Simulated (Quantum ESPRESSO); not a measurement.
## GaP under changes of volume

One of the cells (20.240 Å³/atom); the others are scaled copies at fixed shape and fractional positions:

```
Ga P
1.0
     0.00000    2.72525    2.72525
     2.72525    0.00000    2.72525
     2.72525    2.72525    0.00000
Ga P
1 1
Direct
  0.00000 0.00000 0.00000
  0.75000 0.75000 0.75000
```

```yaml
Program: Quantum ESPRESSO 7.5
Functional: LDA
Potentials_or_basis: PseudoDojo 0.4.1 SR LDA standard
Cutoff: 1088 eV
Density_cutoff: 4354 eV
k_mesh: 8 × 8 × 8
Occupations: fermi-dirac, width 0.05 eV
Spin: no spin polarisation
```

| volume (Å³/atom) | energy over the lowest point (meV/atom) | pressure (GPa) | gap on the mesh (eV) |
| --- | --- | --- | --- |
| 19.026 | 3.90 | 2.5 | 1.38 |
| 19.431 | 0.00 | 0.5 | 1.43 |
| 19.836 | 0.97 | -1.3 | 1.47 |
| 20.240 | ? | ? | ? |
| 20.645 | 15.51 | -4.4 | 1.44 |
| 21.050 | 28.19 | -5.7 | 1.28 |
| 21.455 | 43.95 | -6.8 | 1.13 |

Task: What does the run at 20.240 Å³/atom give?

Result: Energy over the lowest point 6.30 meV/atom; pressure -2.9 GPa; gap on the mesh 1.50 eV.

Worked out: A Birch-Murnaghan fit of order 3 (a polynomial in V^(-2/3)) to the other rows has its minimum at 19.55 Å³/atom with B0 = V·E''(V) = 90 GPa and B' = 4.6. It gives 6.30 meV/atom at 20.240 Å³/atom, against the run's 6.30, and -dE/dV = -2.9 GPa, against -2.9. A parabola through the other rows of the gap, of slope -2.1 eV per unit of ln V there, gives 1.47 eV, against the run's 1.50.

Energies are extrapolated to zero smearing.

A mesh can miss the band edges. Spin-orbit coupling on Ga is left out.
